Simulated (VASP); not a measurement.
# Sb2S3 (Stibnite) (Pnma) in VASP: notebook, part 3 of 3

VASP 6.6.1. Earlier steps stand in the parts before.

## (6) Band structure, LDA

File INCAR:

```
PREC = Accurate
ENCUT = 520
EDIFF = 1E-6
ISMEAR = 0
SIGMA = 0.03
LREAL = False
LASPH = True
NELM = 80
ALGO = Fast
ISIF = 2
LWAVE = False
LCHARG = False
KPAR = 4
```

File KPOINTS:

```
Automatic mesh
0
Gamma
  4 8 4
```

File POSCAR:

```
Sb2S3                                   
1.0
   11.2851787811      0.0000000000      0.0000000000
    0.0000000000      3.8283747693      0.0000000000
    0.0000000000      0.0000000000     10.9162014195
  Sb              S             
     8    12
Direct
     0.4754810993204329    0.2500000000000000    0.3259465315423697
     0.0245189006795671    0.7500000000000000    0.8259465315423696
     0.9754810993204328    0.2500000000000000    0.1740534684576303
     0.5245189006795672    0.7500000000000000    0.6740534684576304
     0.3472279805603751    0.7500000000000000    0.0322852916109325
     0.1527720194396249    0.2500000000000000    0.5322852916109325
     0.8472279805603752    0.7500000000000000    0.4677147083890675
     0.6527720194396248    0.2500000000000000    0.9677147083890675
     0.2901664856155701    0.2500000000000000    0.1914648244036384
     0.2098335143844300    0.7500000000000000    0.6914648244036384
     0.7901664856155700    0.2500000000000000    0.3085351755963616
     0.7098335143844300    0.7500000000000000    0.8085351755963616
     0.5485501914097216    0.7500000000000000    0.1269400576633445
     0.9514498085902784    0.2500000000000000    0.6269400576633445
     0.0485501914097216    0.7500000000000000    0.3730599423366555
     0.4514498085902784    0.2500000000000000    0.8730599423366555
     0.3740927151703907    0.7500000000000000    0.4424300136743964
     0.1259072848296093    0.2500000000000000    0.9424300136743966
     0.8740927151703907    0.7500000000000000    0.0575699863256035
     0.6259072848296093    0.2500000000000000    0.5575699863256034
```

KPOINTS_OPT is that of step 5.

Potentials or basis: VASP PAW LDA potentials, release 64 (Sb, S).

Started as:

```bash
cat potpaw_LDA.64/Sb/POTCAR potpaw_LDA.64/S/POTCAR > POTCAR
mpirun -np 4 vasp_std > vasp.out
```

It took 29 min on 4 MPI ranks of AMD EPYC 7R43 (Zen 3), shared host; peak memory 1.6 GiB.

It converged, with:

```yaml
Free_energy: -100.3710 eV
Pressure: -1.5 GPa
Largest_force: 0.064 eV/Å
Band_gap_on_the_k_mesh: 1.15 eV, direct
Band_gap_along_the_path: 1.13 eV, indirect (least direct gap 1.14 eV)
```

Forces on the atoms (eV/Å):
```
Sb  -0.062  0.000  0.013
Sb   0.062  0.000  0.013
Sb  -0.062  0.000 -0.013
Sb   0.062  0.000 -0.013
Sb   0.036  0.000  0.039
Sb  -0.036  0.000  0.039
Sb   0.036  0.000 -0.039
Sb  -0.036  0.000 -0.039
S    0.056  0.000 -0.031
S   -0.056  0.000 -0.031
S    0.056  0.000  0.031
S   -0.056  0.000  0.031
S   -0.048  0.000 -0.039
S    0.048  0.000 -0.039
S   -0.048  0.000  0.039
S    0.048  0.000  0.039
S    0.037  0.000 -0.030
S   -0.037  0.000 -0.030
S    0.037  0.000  0.030
S   -0.037  0.000  0.030
```

Stress tensor (GPa, compression positive):
```
-1.52  0.00  0.00
 0.00 -1.44  0.00
 0.00  0.00 -1.52
```

Levels at the corners of the path, in eV from the valence-band top:
| point | band 54 | band 55 | band 56 | band 57 | band 58 | band 59 |
| --- | --- | --- | --- | --- | --- | --- |
| Γ | -0.22 | -0.17 | -0.01 | 1.19 | 1.42 | 1.48 |
| X | -0.68 | -0.13 | -0.13 | 1.86 | 1.86 | 2.12 |
| X | -0.68 | -0.13 | -0.13 | 1.86 | 1.86 | 2.12 |
| S | -0.82 | -0.52 | -0.52 | 1.68 | 1.68 | 1.85 |
| S | -0.82 | -0.52 | -0.52 | 1.68 | 1.68 | 1.85 |
| Y | -0.20 | -0.14 | -0.14 | 1.16 | 1.16 | 1.98 |
| Y | -0.20 | -0.14 | -0.14 | 1.16 | 1.16 | 1.98 |
| Γ | -0.22 | -0.17 | -0.01 | 1.19 | 1.42 | 1.48 |
| Γ | -0.22 | -0.17 | -0.01 | 1.19 | 1.42 | 1.48 |
| Z | -0.19 | -0.04 | -0.04 | 1.40 | 1.40 | 1.66 |
| Z | -0.19 | -0.04 | -0.04 | 1.40 | 1.40 | 1.66 |
| U | -0.41 | -0.41 | -0.41 | 2.10 | 2.10 | 2.10 |
| U | -0.41 | -0.41 | -0.41 | 2.10 | 2.10 | 2.10 |
| R | -0.85 | -0.85 | -0.85 | 1.89 | 1.89 | 1.89 |
| R | -0.85 | -0.85 | -0.85 | 1.89 | 1.89 | 1.89 |
| T | -0.36 | -0.33 | -0.33 | 1.23 | 1.23 | 1.98 |
| T | -0.36 | -0.33 | -0.33 | 1.23 | 1.23 | 1.98 |
| Z | -0.19 | -0.04 | -0.04 | 1.40 | 1.40 | 1.66 |
| Y | -0.20 | -0.14 | -0.14 | 1.16 | 1.16 | 1.98 |
| T | -0.36 | -0.33 | -0.33 | 1.23 | 1.23 | 1.98 |
| U | -0.41 | -0.41 | -0.41 | 2.10 | 2.10 | 2.10 |
| X | -0.68 | -0.13 | -0.13 | 1.86 | 1.86 | 2.12 |
| S | -0.82 | -0.52 | -0.52 | 1.68 | 1.68 | 1.85 |
| R | -0.85 | -0.85 | -0.85 | 1.89 | 1.89 | 1.89 |

Caveat: spin-orbit coupling is left out, which moves the levels of the heavy elements.

## (7) Band structure, r2SCAN

Edit INCAR of step 6 so:

```diff
@@ -8,3 +8,3 @@
 NELM = 80
-ALGO = Fast
+ALGO = Normal
 ISIF = 2
@@ -12,2 +12,4 @@
 LCHARG = False
+METAGGA = R2SCAN
+LMIXTAU = True
 KPAR = 4
```

KPOINTS is that of step 6.

POSCAR is that of step 6.

KPOINTS_OPT is that of step 6.

Potentials or basis: VASP PAW PBE potentials, release 64 (Sb, S).

Started as:

```bash
cat potpaw_PBE.64/Sb/POTCAR potpaw_PBE.64/S/POTCAR > POTCAR
mpirun -np 4 vasp_std > vasp.out
```

Wall time 1.6 h (4 MPI ranks of AMD EPYC 7R43 (Zen 3), shared host); peak memory 1.7 GiB.

It converged, with:

```
Free energy             : -307.4473 eV
Pressure                : 1.7 GPa
Largest force           : 0.244 eV/Å
Band gap on the k mesh  : 1.43 eV, indirect (least direct gap 1.44 eV)
Band gap along the path : 1.42 eV, indirect (least direct gap 1.44 eV)
```

Forces in eV/Å, atoms in the order of the input:
```
Sb  -0.204  0.000  0.112
Sb   0.204  0.000  0.112
Sb  -0.204  0.000 -0.112
Sb   0.204  0.000 -0.112
Sb   0.098  0.000  0.116
Sb  -0.098  0.000  0.116
Sb   0.098  0.000 -0.116
Sb  -0.098  0.000 -0.116
S    0.127  0.000  0.036
S   -0.127  0.000  0.036
S    0.127  0.000 -0.036
S   -0.127  0.000 -0.036
S   -0.091  0.000 -0.117
S    0.091  0.000 -0.117
S   -0.091  0.000  0.117
S    0.091  0.000  0.117
S    0.173  0.000 -0.173
S   -0.173  0.000 -0.173
S    0.173  0.000  0.173
S   -0.173  0.000  0.173
```

Stress tensor (GPa, compression positive):
```
1.43 0.00 0.00
0.00 1.71 0.00
0.00 0.00 1.96
```

Levels at the corners of the path, in eV from the valence-band top:
```csv
point,band 53,band 54,band 55,band 56,band 57,band 58,band 59,band 60
Γ,-0.36,-0.24,-0.24,0.00,1.44,1.70,1.77,2.10
X,-0.78,-0.78,-0.18,-0.18,2.09,2.09,2.40,2.40
X,-0.78,-0.78,-0.18,-0.18,2.09,2.09,2.40,2.40
S,-0.98,-0.98,-0.60,-0.60,1.96,1.96,2.08,2.08
S,-0.98,-0.98,-0.60,-0.60,1.96,1.96,2.08,2.08
Y,-0.28,-0.28,-0.17,-0.17,1.44,1.44,2.26,2.26
Y,-0.28,-0.28,-0.17,-0.17,1.44,1.44,2.26,2.26
Γ,-0.36,-0.24,-0.24,0.00,1.44,1.70,1.77,2.10
Γ,-0.36,-0.24,-0.24,0.00,1.44,1.70,1.77,2.10
Z,-0.20,-0.20,-0.09,-0.09,1.66,1.66,1.97,1.97
Z,-0.20,-0.20,-0.09,-0.09,1.66,1.66,1.97,1.97
U,-0.48,-0.48,-0.48,-0.48,2.39,2.39,2.39,2.39
U,-0.48,-0.48,-0.48,-0.48,2.39,2.39,2.39,2.39
R,-0.95,-0.95,-0.95,-0.95,2.16,2.16,2.16,2.16
R,-0.95,-0.95,-0.95,-0.95,2.16,2.16,2.16,2.16
T,-0.47,-0.47,-0.38,-0.38,1.51,1.51,2.26,2.26
T,-0.47,-0.47,-0.38,-0.38,1.51,1.51,2.26,2.26
Z,-0.20,-0.20,-0.09,-0.09,1.66,1.66,1.97,1.97
Y,-0.28,-0.28,-0.17,-0.17,1.44,1.44,2.26,2.26
T,-0.47,-0.47,-0.38,-0.38,1.51,1.51,2.26,2.26
U,-0.48,-0.48,-0.48,-0.48,2.39,2.39,2.39,2.39
X,-0.78,-0.78,-0.18,-0.18,2.09,2.09,2.40,2.40
S,-0.98,-0.98,-0.60,-0.60,1.96,1.96,2.08,2.08
R,-0.95,-0.95,-0.95,-0.95,2.16,2.16,2.16,2.16
```

Caveat: the PAW data sets were made with another functional, which shifts forces and pressure a little; spin-orbit coupling is left out, which moves the levels of the heavy elements.

## (8) Overview

| task | level | potentials or basis | spin | k mesh | monkhorst-Pack mesh | gap on the mesh (eV) | pressure (GPa) | largest force (eV/Å) |
| --- | --- | --- | --- | --- | --- | --- | --- | --- |
| band structure | PBE | VASP PAW PBE potentials, release 64 (Sb, S) | SOC, no magnetisation | 2 × 6 × 2 | - | - | 2.9 | 0.10 |
| band structure | TB-mBJ | VASP PAW PBE potentials, release 64 (Sb, S) | off | 4 × 8 × 4 | - | 1.68 | - | - |
| dielectric tensor | PBE | VASP PAW PBE potentials, release 64 (Sb, S) | off | 4 × 8 × 4 | yes | - | - | - |
| band structure | PBE | VASP PAW PBE potentials, release 64 (Sb, S) | off | 4 × 8 × 4 | - | 1.24 | 2.9 | 0.09 |
| band structure | LDA | VASP PAW LDA potentials, release 64 (Sb, S) | off | 4 × 8 × 4 | - | 1.15 | -1.5 | 0.06 |
| band structure | r2SCAN | VASP PAW PBE potentials, release 64 (Sb, S) | off | 4 × 8 × 4 | - | 1.43 | 1.7 | 0.24 |

Alike in all rows: cell as given; cutoff (eV) 520; smearing gaussian 0.03 eV.

Caveats: spin-orbit coupling is left out, which moves the levels of the heavy elements (some runs); the PAW data sets were made with another functional, which shifts forces and pressure a little (some runs).

Absolute energies hang on the potentials; compare differences alone.

## (9) How close it comes

Step 5. Against the measured gap of Sb2S3, 1.73 eV (optical; “Phase transition mechanism and bandgap engineering of Sb2S3 at gigapascal pressures”, 2021, pmc:9814834), the calculated 1.24 eV is off by -0.49 eV. 2 values of this kind are on record (1.7 to 1.73 eV); this one was drawn at random. Spin-orbit coupling on Sb is left out. The value is that of PBE, without temperature or zero-point motion. Semilocal functionals fall short of measured gaps as a rule.

Step 6. A measured gap of Sb2S3 is 1.7 eV (optical; “Ultrafast self-trapping of photoexcited carriers sets the upper limit on antimony trisulfide photovoltaic devices”, 2019, pmc:6778121); the calculated 1.13 eV misses it by -0.57 eV. 2 values of this kind are on record (1.7 to 1.73 eV); this one was drawn at random. Spin-orbit coupling on Sb is left out. The value is that of LDA, without temperature or zero-point motion. Semilocal functionals fall short of measured gaps as a rule.

Step 7. Against the measured gap of Sb2S3, 1.7 eV (optical; “Ultrafast self-trapping of photoexcited carriers sets the upper limit on antimony trisulfide photovoltaic devices”, 2019, pmc:6778121), the calculated 1.42 eV is off by -0.28 eV. 2 values of this kind are on record (1.7 to 1.73 eV); this one was drawn at random. Spin-orbit coupling on Sb is left out. The value is that of r2SCAN, without temperature or zero-point motion.
